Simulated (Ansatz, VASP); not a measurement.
One calculation of SiC, two programs

```xyz
2
Lattice="0.0000 2.1896 2.1896 2.1896 0.0000 2.1896 2.1896 2.1896 0.0000" Properties=species:S:1:pos:R:3 pbc="T T T"
Si    0.0000    0.0000    0.0000
C     1.0948    1.0948    1.0948
```

Alike in both runs: functional PBE; k mesh 6 × 6 × 6; occupations gaussian, width 0.1 eV; no spin polarisation.

Ansatz relaxed the structure, and its values are those at the end. VASP's run is a single point on that final structure, the one shown.

|  | VASP | Ansatz |
| --- | --- | --- |
| version | VASP 6.6.1 | Ansatz 0.2.0 |
| potentials or method | VASP PAW PBE potentials, release 64 (Si, C) | scalar-relativistic, plane waves, PAW |
| plane-wave cutoff (eV) | 520 | 420 |
| valence electrons in the cell | 8 | 8 |

|  | VASP | Ansatz | Ansatz less VASP |
| --- | --- | --- | --- |
| gap on the k mesh at the Fermi level (eV) | 1.36 | 1.37 | +0.002 |
| least direct gap on the mesh (eV) | 4.52 | 4.53 | +0.003 |
| pressure (GPa) | 0.1 | 0.1 | +0.04 |

A k mesh can miss the band edges. Expect the measured gap to be larger: semilocal functionals such as PBE lack the derivative discontinuity.
